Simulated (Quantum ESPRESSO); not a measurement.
The system is Mg.

```
CELL_PARAMETERS angstrom
0.00000 2.24426 2.24426
2.24426 0.00000 2.24426
2.24426 2.24426 0.00000
ATOMIC_POSITIONS crystal
Mg 0.00000 0.00000 0.00000
```

This isn't the form of Mg at room conditions, which is hcp.

- Program: Quantum ESPRESSO 7.5
- Task: single point
- Functional: PBE
- Potentials or basis: SSSP 1.3 efficiency PBE
- Cutoff: 748 eV
- Density cutoff: 5987 eV
- k mesh: 10 × 10 × 10
- Occupations: fermi-dirac, width 0.05 eV
- Spin: no spin polarisation

On this cell: pressure 0.7 GPa; band gap on the k mesh none (metal or under the smearing width).

The same run follows on a disturbed copy (cell strained at random at fixed volume):

```xyz
1
Lattice="0.0207 2.2137 2.2741 2.2676 0.0413 2.2536 2.3014 2.2269 0.0074" Properties=species:S:1:pos:R:3 pbc="T T T"
Mg   -0.0078   -0.0193    0.0201
```

What changes?

The energy (extrapolated to zero smearing) moves by +1.1 meV/atom; pressure 0.7 GPa; band gap on the k mesh none (metal or under the smearing width).

Stress tensor (GPa, compression positive):
```
 0.59 -0.71  0.12
-0.71  0.91 -0.42
 0.12 -0.42  0.63
```
